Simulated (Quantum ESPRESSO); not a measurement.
# PbSe under changes of volume

One of the cells (27.098 Å³/atom); the others are scaled copies at fixed shape and fractional positions:

```
Pb Se
1.0
     3.78432    0.00000    0.00000
     0.00000    3.78432    0.00000
     0.00000    0.00000    3.78432
Pb Se
1 1
Direct
  0.00000 0.00000 0.00000
  0.50000 0.50000 0.50000
```

Measurements of this composition are mostly on another form, of space group No. 225.

```yaml
Program: Quantum ESPRESSO 7.5
Functional: PBEsol
Potentials_or_basis: GBRV 1.5 PBEsol
Cutoff: 612 eV
Density_cutoff: 4898 eV
k_mesh: 7 × 7 × 7
Occupations: fermi-dirac, width 0.05 eV
Spin: no spin polarisation
```

| volume (Å³/atom) | energy over the lowest point (meV/atom) | pressure (GPa) |
| --- | --- | --- |
| 25.472 | 0.00 | -0.3 |
| 26.014 | 3.00 | -1.5 |
| 26.556 | 9.64 | -2.5 |
| 27.098 | 19.48 | -3.4 |
| 27.640 | ? | ? |
| 28.182 | 47.33 | -4.9 |
| 28.724 | 64.68 | -5.5 |

Problem. What does the run at 27.640 Å³/atom give?

Solution. Energy over the lowest point 32.16 meV/atom; pressure -4.2 GPa.

Worked out: A Birch-Murnaghan fit of order 3 (a polynomial in V^(-2/3)) to the other rows has its minimum at 25.34 Å³/atom, just outside them, with B0 = V·E''(V) = 59 GPa and B' = 4.9. It gives 32.16 meV/atom at 27.640 Å³/atom, against the run's 32.16, and -dE/dV = -4.1 GPa, against -4.2.

Energies are extrapolated to zero smearing.
